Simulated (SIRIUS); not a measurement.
Crystal: La2O3.

```
La O
1.0
     6.26678    0.00000    0.00000
    -3.13339    5.42719    0.00000
     0.00000    0.00000    3.29977
La O
2 3
Direct
  0.66667 0.33333 0.50000
  0.33333 0.66667 0.50000
  0.50801 0.00000 0.00000
  0.00000 0.50801 0.00000
  0.49199 0.49199 0.00000
```

The cell comes from a database or a generator and needn't be the stable form of this composition.

Base run:

* Program: SIRIUS 7.12.0
* Functional: PBEsol
* Potentials or basis: all-electron FP-LAPW
* Cutoff: 276 eV
* Basis: apw+lo standard
* k mesh: 5 × 5 × 8
* Occupations: fermi-dirac, width 0.05 eV
* Spin: no spin polarisation

Its results: band gap on the k mesh 1.46 eV, indirect (least direct gap 1.99 eV); largest force 0.063 eV/Å.

The run is repeated on the same cell with these changes: functional from PBEsol to LDA. What comes out?

Band gap on the k mesh 1.38 eV, indirect (least direct gap 1.91 eV); largest force 0.073 eV/Å.

Caveats: spin-orbit coupling is left out, which moves the levels of the heavy elements.
